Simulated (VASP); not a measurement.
# Ni (Fm-3m) in VASP: a series of runs

The runs below take Ni through relaxation of cell and atoms, single point, with LDA.

All numbers are computed with VASP 6.6.1; they aren't measurements. Logs are shortened: lines on timing, memory, paths and dates and some standing lists are left out, and cuts for length are marked.

## 1. The crystal as given

The structure is cubic, space group Fm-3m (No. 225). Conventional cell: a = 3.524 Å, b = 3.524 Å, c = 3.524 Å, α = 90.00°, β = 90.00°, γ = 90.00°. Ni (site symmetry m-3m) is surrounded by 12 Ni at 2.49 Å.

## 2. Relaxation of cell and atoms, LDA, collinear spin, ferromagnetic start

Input file INCAR:

```
SYSTEM = Ni
ALGO = Fast ; EDIFF = 1E-7
EDIFFG = -0.002 ; ENCUT = 350
GGA = CA ; IBRION = 2
ISIF = 3 ; ISMEAR = 0
ISPIN = 2 ; LASPH = .TRUE.
LCHARG = .FALSE. ; LMAXMIX = 4
LORBIT = 11 ; LREAL = .FALSE.
LWAVE = .FALSE. ; MAGMOM = 0.8
NELM = 100 ; NSW = 80
PREC = Accurate ; SIGMA = 0.1
```

Input file KPOINTS:

```
k-points
0
G
  10 10 10
  0 0 0
```

Input file POSCAR:

```
Ni
1.0
    0.0000000000      1.7619350000      1.7619350000
    1.7619350000      0.0000000000      1.7619350000
    1.7619350000      1.7619350000      0.0000000000
Ni
1
Direct
    0.0000000000      0.0000000000      0.0000000000
```

Potentials or basis: VASP PAW LDA potentials, release 64 (Ni).

Launch:

```console
> cat potpaw_LDA.64/Ni/POTCAR > POTCAR
> mpirun -np 1 vasp_std > vasp.out
```

OUTCAR:

```text
SYSTEM = Ni
   EDIFF = 1E-7
   EDIFFG = -0.002
   ENCUT = 350
   GGA = CA
   IBRION = 2
   ISIF = 3
   ISMEAR = 0
   ISPIN = 2
   LASPH = .TRUE.
   LORBIT = 11
   LREAL = .FALSE.
   NELM = 100
   NSW = 80
   PREC = Accurate

 ion  position               nearest neighbor table
   1  0.000  0.000  0.000-

  LATTYP: Found a face centered cubic cell.
 ALAT       =     3.5238700000

  Lattice vectors:

 A1 = (   0.0000000000,   1.7619350000,   1.7619350000)
 A2 = (   1.7619350000,   0.0000000000,   1.7619350000)
 A3 = (   1.7619350000,   1.7619350000,   0.0000000000)

Analysis of symmetry for initial positions (statically):
=====================================================================
 Subroutine PRICEL returns:
 Original cell was already a primitive cell.

 Routine SETGRP: Setting up the symmetry group for a
 face centered cubic supercell.

 Subroutine GETGRP returns: Found 48 space group operations
 (whereof 48 operations were pure point group operations)
 out of a pool of 48 trial point group operations.

The static configuration has the point symmetry O_h .

Analysis of symmetry for dynamics (positions and initial velocities):
=====================================================================
 Subroutine PRICEL returns:
 Original cell was already a primitive cell.

 Routine SETGRP: Setting up the symmetry group for a
 face centered cubic supercell.

 Subroutine GETGRP returns: Found 48 space group operations
 (whereof 48 operations were pure point group operations)
 out of a pool of 48 trial point group operations.

The dynamic configuration has the point symmetry O_h .

Analysis of structural, dynamic, and magnetic symmetry:
=====================================================================
 Subroutine PRICEL returns:
 Original cell was already a primitive cell.

 Routine SETGRP: Setting up the symmetry group for a
 face centered cubic supercell.

 Subroutine GETGRP returns: Found 48 space group operations
 (whereof 48 operations were pure point group operations)
 out of a pool of 48 trial point group operations.

The overall configuration has the point symmetry O_h .

 Subroutine INISYM returns: Found 48 space group operations
 (whereof 48 operations are pure point group operations),
 and found     1 'primitive' translations

----------------------------------------------------------------------------------------

                                     Primitive cell

  volume of cell :      10.9396

  direct lattice vectors                    reciprocal lattice vectors
     0.000000000  1.761935000  1.761935000    -0.283778914  0.283778914  0.283778914
     1.761935000  0.000000000  1.761935000     0.283778914 -0.283778914  0.283778914
     1.761935000  1.761935000  0.000000000     0.283778914  0.283778914 -0.283778914

  length of vectors
     2.491752373  2.491752373  2.491752373     0.491519496  0.491519496  0.491519496

  position of ions in fractional coordinates (direct lattice)
     0.000000000  0.000000000  0.000000000

  ion indices of the primitive-cell ions
   primitive index   ion index
                 1           1

----------------------------------------------------------------------------------------

 KPOINTS: k-points

Automatic generation of k-mesh.
 Grid dimensions read from file:
 generate k-points for:   10   10   10

 Generating k-lattice:

  Cartesian coordinates                     Fractional coordinates (reciprocal lattice)
    -0.028377891  0.028377891  0.028377891     0.100000000  0.000000000  0.000000000
     0.028377891 -0.028377891  0.028377891     0.000000000  0.100000000  0.000000000
     0.028377891  0.028377891 -0.028377891     0.000000000  0.000000000  0.100000000

  Length of vectors
     0.049151950  0.049151950  0.049151950

  Shift w.r.t. Gamma in fractional coordinates (k-lattice)
     0.000000000  0.000000000  0.000000000

 Subroutine IBZKPT returns following result:
 ===========================================

 Found     47 irreducible k-points:

 Following reciprocal coordinates:
            Coordinates               Weight
  0.000000  0.000000  0.000000      1.000000
  0.100000  0.000000  0.000000      8.000000
  0.200000  0.000000  0.000000      8.000000
  0.300000  0.000000  0.000000      8.000000
  0.400000  0.000000  0.000000      8.000000
  0.500000  0.000000  0.000000      4.000000
[... 16 lines left out ...]
  0.300000  0.300000  0.000000      6.000000
  0.400000  0.300000  0.000000     24.000000
 [... further k-points ...]
   k-points           NKPTS =     47   k-points in BZ     NKDIM =     47   number of bands    NBANDS=      9
   number of dos      NEDOS =    301   number of ions     NIONS =      1
   total plane-waves  NPLWV =   4096
   dimension x,y,z NGX =    16 NGY =   16 NGZ =   16
   dimension x,y,z NGXF=    32 NGYF=   32 NGZF=   32
   ions per type =               1
   NGX,Y,Z   is equivalent  to a cutoff of  10.67, 10.67, 10.67 a.u.
   NGXF,Y,Z  is equivalent  to a cutoff of  21.35, 21.35, 21.35 a.u.
 SYSTEM =  Ni
   PREC   = accura    normal or accurate (medium, high low for compatibility)
   ISTART =      0    job   : 0-new  1-cont  2-samecut
   ICHARG =      2    charge: 1-file 2-atom 10-const
   ISPIN  =      2    spin polarized calculation?
   LNONCOLLINEAR =      F non collinear calculations
   LSORBIT =      F    spin-orbit coupling
   LASPH  =      T    aspherical Exc in radial PAW
   ENCUT  =  350.0 eV  25.72 Ry    5.07 a.u.   3.80  3.80  3.80*2*pi/ulx,y,z
   NELM   =    100;   NELMIN=  2; NELMDL= -5     # of ELM steps
   EDIFF  = 0.1E-06   stopping-criterion for ELM
   LREAL  =      F    real-space projection
   EDIFFG = -.2E-02   stopping-criterion for IOM
   NSW    =     80    number of steps for IOM
   IBRION =      2    ionic relax: 0-MD 1-quasi-New 2-CG
   NFREE  =      1    steps in history (QN), initial steepest desc. (CG)
   ISIF   =      3    stress and relaxation
   ISYM   =      2    0-nonsym 1-usesym 2-fastsym
   POTIM  = 0.5000    time-step for ionic-motion
   TEBEG  =    0.0;   TEEND  =   0.0 temperature during run
   PSTRESS=    0.0 pullay stress
   NELECT =      10.0000    total number of electrons
   NUPDOWN=      -1.0000    fix difference up-down
   EMIN   =  10.00;   EMAX   =-10.00  energy-range for DOS
   EFERMI =   0.00;   METHOD = LEGACY
   ISMEAR =     0;   SIGMA  =   0.10  broadening in eV -4-tet -1-fermi 0-gaus
   EFERMI_NEDOS =   21; number of points for ismear=-14 and -15
   IALGO  =     68    algorithm
   IMIX   =      4    mixing-type and parameters
     AMIX     =   0.40;   BMIX     =  1.00
     AMIX_MAG =   1.60;   BMIX_MAG =  1.00
  volume/ion in A,a.u.               =      10.94        73.82
  Fermi-wavevector in a.u.,A,eV,Ry     =   1.588821  3.002436 34.345893  2.524352
  Thomas-Fermi vector in A             =   2.687765
   LORBIT       =     11    0 simple, 1 ext, 2 COOP (PROOUT), +10 PAW based schemes
   GGA     = CA    functional components
   LHFCALC =     F    Hartree Fock is set to
   AEXX    =    0.0000 exact exchange contribution
   IVDW    =     0    specifies the selected vdW correction
   LEPSILON=     F    determine dielectric tensor
   LRPA    =     F    only Hartree local field effects (RPA)
 conjugate gradient relaxation of ions
 spin polarized calculation
 RMM-DIIS sequential band-by-band and
 Gauss-broadening in eV      SIGMA  =   0.10
  energy-cutoff  :      350.00
  volume of cell :       10.94
 maximum number of plane-waves:       170
   NGX =  7   NGY =  7   NGZ =  7

--------------------------------------- Ionic step        1  -------------------------------------------

 number of electron      10.0000005 magnetization       0.6821795

 Free energy of the ion-electron system (eV)
  ---------------------------------------------------
  ext. energy  EPLUGINS =         0.00000000
  ---------------------------------------------------
  free energy    TOTEN  =        -6.53413588 eV

  energy without entropy =       -6.52420362  energy(sigma->0) =       -6.52916975

 E-fermi :   8.9658     XC(G=0): -13.5828

 val. band max:        8.9613431208   @ k =   0.5000   0.3000   0.1000
 cond. band min:       8.9801237721   @ k =   0.4000   0.0000   0.0000
 fundamental gap:      0.0187806513
 Fermi energy:         8.9657518569

 spin component 1

 k-point     1 :       0.0000    0.0000    0.0000
  band No.  band energies     occupation
      1      -0.0052      1.00000
      2       6.5730      1.00000
      3       6.5730      1.00000
      4       6.5730      1.00000
      5       7.7220      1.00000
      6       7.7220      1.00000
      7      32.6860      0.00000
      8      36.3873      0.00000
      9      36.3873      0.00000
[... 666 lines left out ...]
  FREE ENERGIE OF THE ION-ELECTRON SYSTEM (eV)
  ---------------------------------------------------
  free  energy   TOTEN  =        -6.5897193819 eV

  energy  without entropy=       -6.5809767244  energy(sigma->0) =       -6.58534805

[... ionic steps 4 to 7 ...]

--------------------------------------- Ionic step        8  -------------------------------------------

 number of electron       9.9999992 magnetization       0.6492829

------------------------ aborting loop because EDIFF is reached ----------------------------------------

  FORCE on cell =-STRESS in cart. coord.  units (eV):
  Direction    XX          YY          ZZ          XY          YZ          ZX
  --------------------------------------------------------------------------------------
  -------------------------------------------------------------------------------------
  Total       -0.0032555     -0.0032555     -0.0032555      0.0000000      0.0000000      0.0000000
  in kB       -0.5204636     -0.5204636     -0.5204636      0.0000000      0.0000000      0.0000000
  external PRESSURE =      -0.5204636 kB  Pullay stress =       0.0000000 kB
[... 55 lines left out ...]
  energy  without entropy=       -6.5810174475  energy(sigma->0) =       -6.58537700

--------------------------------------- Ionic step       10  -------------------------------------------

 number of electron       9.9999992 magnetization       0.6492377

 Free energy of the ion-electron system (eV)
  ---------------------------------------------------
  ext. energy  EPLUGINS =         0.00000000
  ---------------------------------------------------
  free energy    TOTEN  =        -6.58973732 eV

  energy without entropy =       -6.58101520  energy(sigma->0) =       -6.58537626

 E-fermi :  10.2719     XC(G=0): -14.1090

 val. band max:       10.2543506698   @ k =   0.5000   0.3000   0.1000
 cond. band min:      10.2775438737   @ k =   0.4000   0.0000   0.0000
 fundamental gap:      0.0231932039
 Fermi energy:        10.2718687630

 spin component 1

 k-point     1 :       0.0000    0.0000    0.0000
  band No.  band energies     occupation
      1       0.6771      1.00000
      2       7.6596      1.00000
      3       7.6596      1.00000
      4       7.6596      1.00000
      5       8.9636      1.00000
      6       8.9636      1.00000
      7      34.7185      0.00000
      8      39.1321      0.00000
      9      39.1321      0.00000
[... 596 lines left out ...]
  FREE ENERGIE OF THE ION-ELECTRON SYSTEM (eV)
  ---------------------------------------------------
  free  energy   TOTEN  =        -6.5897373168 eV

  energy  without entropy=       -6.5810151951  energy(sigma->0) =       -6.58537626

 reached required accuracy - stopping structural energy minimisation

 total charge

# of ion       s       p       d       tot
------------------------------------------
    1        0.537   0.575   8.360   9.472

 magnetization (x)

# of ion       s       p       d       tot
------------------------------------------
    1       -0.003  -0.017   0.669   0.648
```

It took 18 s on 1 thread of Intel Xeon Platinum 8488C (Sapphire Rapids), shared host; peak memory 0.12 GiB.

Results:

| Property | Result |
| --- | --- |
| Free energy | -6.5897 eV |
| Relaxed volume | 10.02 Å³/atom |
| Relaxed cell | a = 2.420 Å, b = 2.420 Å, c = 2.420 Å, α = 60.00°, β = 60.00°, γ = 60.00° |
| Space group after relaxing (to 0.05 Å) | Fm-3m (No. 225) |
| Energy gained by relaxing | 55.6 meV/atom |
| Ionic steps | 10 |
| Pressure after relaxing | 0.0 GPa |
| Band gap on the k mesh | none (metal or under the smearing width) |
| Net moment | 0.65 μB per cell |
| Site moments | Ni +0.65 μB |
| Valence electrons inside the program's atomic spheres | Ni 9.47 |

Step by step:
```csv
step,energy change (eV),largest force (eV/Å),pressure (GPa),volume (Å³)
1,0.0000,0.0000,-17.73,10.94
2,0.0187,0.0000,29.48,9.13
3,-0.0556,0.0000,-0.38,10.04
4,-0.0556,0.0000,-0.17,10.02
5,-0.0556,0.0000,0.29,10.00
6,-0.0556,0.0000,-0.14,10.02
7,-0.0556,0.0000,0.04,10.02
8,-0.0556,0.0000,-0.05,10.02
9,-0.0556,0.0000,0.15,10.02
10,-0.0556,0.0000,-0.03,10.02
```

Final structure:
```cif
data_structure
_symmetry_space_group_name_H-M 'P 1'
_symmetry_Int_Tables_number 1
_cell_length_a 2.4199
_cell_length_b 2.4199
_cell_length_c 2.4199
_cell_angle_alpha 60.000
_cell_angle_beta 60.000
_cell_angle_gamma 60.000
_cell_volume 10.02
loop_
_atom_site_label
_atom_site_type_symbol
_atom_site_fract_x
_atom_site_fract_y
_atom_site_fract_z
_atom_site_occupancy
Ni1 Ni 0.00000 0.00000 0.00000 1
```

LDA usually gives volumes a few per cent too small. Zero-point motion and thermal expansion aren't in these numbers.

## 3. Relaxation of cell and atoms, LDA, collinear spin, ferromagnetic start

This run uses another cell than the first one, of 10.02 Å³/atom, 0.916 times its volume.

INCAR is that of step 2.

KPOINTS is that of step 2.

Input file POSCAR:

```
Ni                                      
1.0
    0.0000000000      1.7111110170      1.7111110170
    1.7111110170     -0.0000000000      1.7111110170
    1.7111110170      1.7111110170      0.0000000000
  Ni            
     1
Direct
     0.0000000000000000    0.0000000000000000    0.0000000000000000
```

Potentials or basis: VASP PAW LDA potentials, release 64 (Ni).

Launch:

```console
> cat potpaw_LDA.64/Ni/POTCAR > POTCAR
> mpirun -np 1 vasp_std > vasp.out
```

Run time: 9 s. Hardware: 1 thread of Intel Xeon Platinum 8488C (Sapphire Rapids), shared host; peak memory 0.12 GiB.

The run converged. Its results:

```
Free energy                                           : -6.5868 eV
Relaxed volume                                        : 10.03 Å³/atom
Relaxed cell                                          : a = 2.420 Å, b = 2.420 Å, c = 2.420 Å, α = 60.00°, β = 60.00°, γ = 60.00°
Space group after relaxing (to 0.05 Å)                : Fm-3m (No. 225)
Energy gained by relaxing                             : 0.0 meV/atom
Ionic steps                                           : 5
Pressure after relaxing                               : 0.0 GPa
Band gap on the k mesh                                : none (metal or under the smearing width)
Net moment                                            : 0.65 μB per cell
Site moments                                          : Ni +0.65 μB
Valence electrons inside the program's atomic spheres : Ni 9.47
```

Final structure:
```
CELL_PARAMETERS angstrom
0.00000 1.71146 1.71146
1.71146 0.00000 1.71146
1.71146 1.71146 0.00000
ATOMIC_POSITIONS crystal
Ni 0.00000 0.00000 0.00000
```

Levels at points of the mesh, in eV from the Fermi level:
Spin up:
| k point | band 2 | band 3 | band 4 | band 5 | band 6 | band 7 | band 8 | band 9 |
| --- | --- | --- | --- | --- | --- | --- | --- | --- |
| (0.00, 0.00, 0.00) | -2.61 | -2.61 | -2.61 | -1.31 | -1.31 | 24.44 | 28.85 | 28.85 |
| (0.50, 0.00, 0.00) | -2.62 | -2.62 | -0.53 | -0.53 | -0.43 | 6.29 | 22.92 | 25.98 |
| (0.50, 0.50, 0.00) | -4.62 | -0.50 | -0.36 | -0.36 | 2.48 | 10.01 | 15.52 | 15.52 |
Spin down:
| k point | band 1 | band 2 | band 3 | band 4 | band 5 | band 6 | band 7 | band 8 | band 9 |
| --- | --- | --- | --- | --- | --- | --- | --- | --- | --- |
| (0.00, 0.00, 0.00) | -9.54 | -1.95 | -1.95 | -1.95 | -0.70 | -0.70 | 24.44 | 28.91 | 28.91 |
| (0.50, 0.00, 0.00) | -4.89 | -2.02 | -2.02 | -0.39 | 0.17 | 0.17 | 6.71 | 22.91 | 26.12 |
| (0.50, 0.50, 0.00) | -4.78 | -4.08 | 0.14 | 0.40 | 0.40 | 2.54 | 10.31 | 15.61 | 15.61 |

(Part 1 of 2 ends here.)
